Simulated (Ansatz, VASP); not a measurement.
# One calculation of Mn, two programs

```xyz
4
Lattice="2.4219 0.0000 0.0000 -1.2109 2.0974 0.0000 0.0000 0.0000 7.8106" Properties=species:S:1:pos:R:3 pbc="T T T"
Mn    2.4219    0.0000    7.8106
Mn    2.4219    0.0000    3.9053
Mn    0.0000    1.3983    1.9527
Mn    1.2109    0.6991    5.8580
```

Alike in both runs: task single point; functional PBEsol; k mesh 16 × 16 × 5; occupations fermi-dirac, width 0.1 eV; no spin polarisation.

|  | VASP | Ansatz |
| --- | --- | --- |
| version | VASP 6.6.1 | Ansatz 0.2.0 |
| potentials or method | VASP PAW PBE potentials, release 64 (Mn_pv) | plane waves (420 eV) with PAW, scalar-relativistic |
| plane-wave cutoff (eV) | 520 | 420 |
| valence electrons in the cell | 52 | 60 |

```tsv
	VASP	Ansatz	Ansatz less VASP
pressure (GPa)	13.7	13.8	+0.03
largest component of the traceless stress (GPa)	0.12	0.01	-0.101
```

The two sets of potentials don't hold the same shells in valence. Ansatz warned: «pseudo_functional_mismatch».

Caveats: the PAW data sets were made with another functional, which shifts forces and pressure a little (VASP); the run has no spin polarisation, though such a crystal can be magnetic. Spin polarisation is off, so any magnetic state and its effect on volume and gap are missing.
